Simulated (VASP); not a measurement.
## VASP 6.6.1 run: NaH

INCAR

```
ISMEAR = -1
ENCUT = 450
IBRION = -1
NBANDS = 11
METAGGA = MS2
LREAL = .FALSE.
LCHARG = .FALSE.
NSW = 0
LASPH = .TRUE.
LWAVE = .FALSE.
ISIF = 2
SIGMA = 0.02
EDIFF = 1E-7
PREC = Accurate
NELM = 120
```

KPOINTS

```
KPOINTS created by Atomic Simulation Environment
0
Gamma
10 10 10
0 0 0
```

POSCAR

```
Na H
 1.0000000000000000
     0.0114975801000000    2.3970223070999999    2.3970223070999999
     2.3970223070999999    0.0114975801000000    2.3970223070999999
     2.3970223070999999    2.3970223070999999    0.0114975801000000
 Na  H
   1   1
Cartesian
  0.0000000000000000  0.0000000000000000  0.0000000000000000
  2.4027710971499987  2.4027710971499987  2.4027710971499996
```

The recommended PBE PAW datasets give the neutral cell 8 valence electrons.

Command

```
mpirun -np 1 vasp_std
```

OSZICAR

```
N       E                     dE             d eps       ncg     rms          rms(c)
DAV:   1     0.306643240564E+02    0.30664E+02   -0.42160E+03  2582   0.678E+02
DAV:   2    -0.829018359456E+01   -0.38955E+02   -0.38361E+02  2623   0.180E+02
DAV:   3    -0.938468640912E+01   -0.10945E+01   -0.10933E+01  3218   0.307E+01
DAV:   4    -0.939154654291E+01   -0.68601E-02   -0.68596E-02  2919   0.242E+00
DAV:   5    -0.939161076693E+01   -0.64224E-04   -0.64223E-04  3003   0.236E-01    0.277E+00
DAV:   6    -0.883178430668E+01    0.55983E+00   -0.40877E-01  2552   0.687E+00    0.188E+00
DAV:   7    -0.873814183453E+01    0.93642E-01   -0.11988E+00  2570   0.473E+00    0.131E+00
DAV:   8    -0.871915710084E+01    0.18985E-01   -0.10364E-01  2729   0.164E+00    0.355E-01
DAV:   9    -0.869352521274E+01    0.25632E-01   -0.37932E-02  2558   0.101E+00    0.289E-01
DAV:  10    -0.868856575925E+01    0.49595E-02   -0.57111E-03  2744   0.324E-01    0.569E-02
DAV:  11    -0.868812094919E+01    0.44481E-03   -0.30945E-04  2858   0.865E-02    0.141E-02
DAV:  12    -0.868809813977E+01    0.22809E-04   -0.47829E-05  2714   0.380E-02    0.439E-03
DAV:  13    -0.868810035538E+01   -0.22156E-05   -0.13172E-06  2939   0.798E-03    0.285E-03
DAV:  14    -0.868810280312E+01   -0.24477E-05   -0.23226E-07  2861   0.383E-03    0.137E-03
DAV:  15    -0.868810279845E+01    0.46659E-08   -0.22921E-07  2663   0.227E-03
   1 F= -.86881028E+01 E0= -.86881028E+01  d E =-.389910E-11
```

From OUTCAR

```
k-points           NKPTS =    116   k-points in BZ     NKDIM =    116   number of bands    NBANDS=     11

   NELECT =       8.0000    total number of electrons

   dimension x,y,z NGX =    24 NGY =   24 NGZ =   24
   dimension x,y,z NGXF=    48 NGYF=   48 NGZF=   48

  energy-cutoff  :      450.00
  volume of cell :       27.35
      direct lattice vectors                 reciprocal lattice vectors
     0.011497580  2.397022307  2.397022307    -0.210098968  0.209096016  0.209096016
     2.397022307  0.011497580  2.397022307     0.209096016 -0.210098968  0.209096016
     2.397022307  2.397022307  0.011497580     0.209096016  0.209096016 -0.210098968

 k-points in reciprocal lattice and weights: KPOINTS created by Atomic Simulation Env
   0.00000000  0.00000000  0.00000000       0.001
   0.10000000  0.00000000 -0.00000000       0.006
   0.20000000  0.00000000 -0.00000000       0.006
   0.30000000  0.00000000 -0.00000000       0.006
   0.40000000 -0.00000000 -0.00000000       0.006
   0.50000000  0.00000000  0.00000000       0.003
   0.10000000  0.10000000  0.00000000       0.006
   0.20000000  0.10000000  0.00000000       0.012
   ...

 E-fermi :  -1.0622

 k-point     1 :       0.0000    0.0000    0.0000
  band No.  band energies     occupation
      1     -23.7221      2.00000
      2     -23.7221      2.00000
      3     -23.7215      2.00000
      4      -5.1176      2.00000
      5      10.0469      0.00000
      6      14.8755      0.00000
      7      15.0457      0.00000
      8      15.0457      0.00000
      9      15.6901      0.00000
     10      15.8684      0.00000
     11      15.8684      0.00000

 k-point     2 :       0.1000    0.0000   -0.0000
  band No.  band energies     occupation
      1     -23.7313      2.00000
      2     -23.7228      2.00000
      3     -23.7223      2.00000
      4      -4.9388      2.00000
      5       9.3779      0.00000
      6      12.8584      0.00000
      7      14.2274      0.00000
      8      14.3675      0.00000
      9      16.4598      0.00000
     10      16.6249      0.00000
     11      16.8383      0.00000

 k-point     3 :       0.2000    0.0000   -0.0000
  band No.  band energies     occupation
      1     -23.7570      2.00000
      2     -23.7259      2.00000
      3     -23.7251      2.00000
      4      -4.4221      2.00000
      5       7.5325      0.00000
      6      11.3938      0.00000
      7      13.4580      0.00000
      8      13.5833      0.00000
      9      17.0536      0.00000
     10      17.1409      0.00000
     11      17.9596      0.00000

 k-point     4 :       0.3000    0.0000   -0.0000
  band No.  band energies     occupation
      1     -23.7886      2.00000
      2     -23.7297      2.00000
      3     -23.7288      2.00000
      4      -3.6345      2.00000
      5       5.3637      0.00000
      6      10.6951      0.00000
      7      12.8817      0.00000
      8      12.9922      0.00000
      9      16.7029      0.00000
     10      16.7691      0.00000
     11      18.7304      0.00000

 k-point     5 :       0.4000   -0.0000   -0.0000
  band No.  band energies     occupation
      1     -23.8134      2.00000
      2     -23.7328      2.00000
      3     -23.7317      2.00000
      4      -2.7623      2.00000
      5       3.5823      0.00000
      6      10.3608      0.00000
      7      12.5259      0.00000
      8      12.6259      0.00000
      9      16.2845      0.00000
     10      16.3600      0.00000
     11      18.6476      0.00000

 ...

  Total       -0.0908392     -0.0908392     -0.0908392     -0.0290299     -0.0290299     -0.0290299
  in kB       -5.3219876     -5.3219876     -5.3219876     -1.7007706     -1.7007706     -1.7007706
  external PRESSURE =      -5.3219876 kB  Pullay stress =       0.0000000 kB

 POSITION                                       TOTAL-FORCE (eV/Angst)
 -----------------------------------------------------------------------------------
      0.00000      0.00000      0.00000         0.000000      0.000000      0.000000
      2.40277      2.40277      2.40277        -0.000000     -0.000000     -0.000000
 -----------------------------------------------------------------------------------
    total drift:                                0.000000     -0.000000     -0.000000

  FREE ENERGIE OF THE ION-ELECTRON SYSTEM (eV)
  ---------------------------------------------------
  free  energy   TOTEN  =        -8.6881027985 eV

  energy  without entropy=       -8.6881027984  energy(sigma->0) =       -8.68810280
```

It converged. Results: gap between bands v and c on the k mesh 4.26 eV; least direct gap on the k mesh 5.11 eV; pressure -0.5 GPa. Band v is the last that the valence electrons fill when counted band by band, and c is the next.

For comparison, a separate PBE run of the intended cell, on usual settings and not on those above, gives a gap of 3.79 eV on its mesh and a pressure of 0.7 GPa.

The run above took about 59 s on one core of a shared host (Intel Xeon Platinum 8488C) and held 0.15 GiB at most.
